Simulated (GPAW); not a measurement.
Wanted: an ASE script for a GPAW 26.7.0 run.

```
Task                      : band structure
Functional                : RPBE
Potentials or basis       : the program's PAW data sets (release 1.2.1) made for this functional
Cutoff                    : 600 eV
Basis                     : pw
k mesh                    : 6 × 6 × 6
Occupations               : fermi-dirac, width 0.05 eV
Spin                      : spin-orbit coupling, no magnetisation
Maxiter                   : 150
Band path                 : GXWKGLUWLK,UX
Band points               : 80
spin axis theta (degrees) : 0
spin axis phi (degrees)   : 0
Soc after scf             : second variation
```

The structure of GaSb lies in POSCAR:

```
GaSb
1.0
    0.0000000000      3.0590000000      3.0590000000
    3.0590000000      0.0000000000      3.0590000000
    3.0590000000      3.0590000000      0.0000000000
Sb Ga
1 1
Direct
    0.7500000000      0.7500000000      0.7500000000
    0.0000000000      0.0000000000      0.0000000000
```

These files were run (other wordings do the same):

run.py

```python
import numpy as np
from ase.dft.bandgap import bandgap
from ase.io import read, write
from ase.units import GPa
from gpaw import GPAW, PW
from gpaw.spinorbit import soc_eigenstates

atoms = read('POSCAR')

calc = GPAW(mode=PW(600),
            xc='RPBE',
            kpts={'size': (6, 6, 6), 'gamma': True},
            occupations={'name': 'fermi-dirac', 'width': 0.05},
            nbands=18,
            convergence={'density': 1e-05, 'energy': 1e-05},
            maxiter=150,
            txt='gpaw.txt')
atoms.calc = calc
energy = atoms.get_potential_energy()
forces = atoms.get_forces()
stress = atoms.get_stress()
calc.write('gs.gpw')
write('result.traj', atoms)
print(f'Energy: {energy:.6f} eV')
print('Forces (eV/A):')
print(forces.round(4))
print('Stress (GPa):', (stress / GPa).round(3))
print('Fermi level:', round(calc.get_fermi_level(), 4), 'eV')
print(f'Gap: {bandgap(calc)[0]:.4f} eV, direct: {bandgap(calc, direct=True)[0]:.4f} eV')

path = atoms.cell.bandpath('GXWKGLUWLK,UX', npoints=80, eps=1e-4)
bs_calc = calc.fixed_density(kpts=path, symmetry='off', nbands=30,
                             convergence={'bands': 'CBM+6.0', 'eigenstates': 1e-6}, txt='bands.txt')
bs = bs_calc.band_structure()
bs.write('bs.json')
print(f'Gap on the path: {bandgap(bs_calc)[0]:.4f} eV')

soc = soc_eigenstates(bs_calc, theta=0, phi=0)
np.savetxt('soc_bands.dat', soc.eigenvalues(), fmt='%.4f')
mesh = soc_eigenstates('gs.gpw', theta=0, phi=0)
np.savetxt('soc_mesh.dat', mesh.eigenvalues(), fmt='%.4f')
print('Fermi level with spin-orbit coupling:', round(mesh.fermi_level, 4), 'eV')
```

Potentials or basis: the program's PAW data sets (release 1.2.1) made for this functional, pw.

Launch:

```sh
$ OMP_NUM_THREADS=1 python run.py
```

It gave:

```yaml
Pressure: 4.0 GPa
Band_gap_along_the_path: none (metal or under the smearing width)
```

Caveat: spin-orbit coupling was added after a scalar SCF, so levels and gaps hold it while energy, forces, pressure and moments don't; this program's spin-orbit splittings come out too wide for heavy elements; this crystal is a semiconductor, whose small gap the functional closes, so the metal is an error of the method.

Wall time 23 s on 1 thread of Intel(R) Xeon(R) 6975P-C (Granite Rapids), on a shared host, peak memory 0.31 GiB.
